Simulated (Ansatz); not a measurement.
# HfS2: the cost of one run

Computed with Ansatz 0.2.0 (DFT r2SCAN, scalar-relativistic, plane waves, PAW, unless a step's input says otherwise).

### Step 1. The system as given

It takes space group P-3m1 (No. 164, trigonal). The conventional cell has a = 3.640 Å, b = 3.640 Å, c = 6.056 Å, α = 90.00°, β = 90.00°, γ = 120.00°. Hf (site symmetry -3m) is surrounded by 6 S at 2.54 Å. S (site symmetry 3m) has 3 Hf at 2.54 Å as nearest neighbours.

As a file:

```cif
data_structure
_symmetry_space_group_name_H-M 'P-3m1'
_symmetry_Int_Tables_number 164
_cell_length_a 3.6397
_cell_length_b 3.6397
_cell_length_c 6.0556
_cell_angle_alpha 90.000
_cell_angle_beta 90.000
_cell_angle_gamma 120.000
_cell_volume 69.47
loop_
_atom_site_label
_atom_site_type_symbol
_atom_site_symmetry_multiplicity
_atom_site_Wyckoff_symbol
_atom_site_fract_x
_atom_site_fract_y
_atom_site_fract_z
_atom_site_occupancy
Hf1 Hf 1 a 0.00000 0.00000 0.00000 1
S1 S 2 d 0.66667 0.33333 0.76395 1
```

The structure comes from the Materials Project (structure only).

### Step 2. Probe: one point at the start

input.yaml reads:

```yaml
crystal:
  lattice:
    - [3.63966418, 0.0, 0.0]
    - [-1.81983209, 3.1520416411, 0.0]
    - [0.0, 0.0, 6.05556247]
  atoms:
    - { symbol: Hf, position: [0.0, 0.0, 0.0] }
    - { symbol: S, position: [0.66666667, 0.33333333, 0.76395205] }
    - { symbol: S, position: [0.33333333, 0.66666667, 0.23604795] }
basis:
  ecutwfc: 500
kpoints:
  mp_grid: { grid: [6, 6, 4] }
hamiltonian:
  xc: r2scan
scf:
  occupations: { method: gaussian, width: 0.1 }
output:
  forces: true
  stress: true
  eigenvalues: true
```

Q: Estimate wall time and peak memory on 1 thread of an Arm CPU, shared host.

About 6.3 s, with a peak of 0.47 GiB.
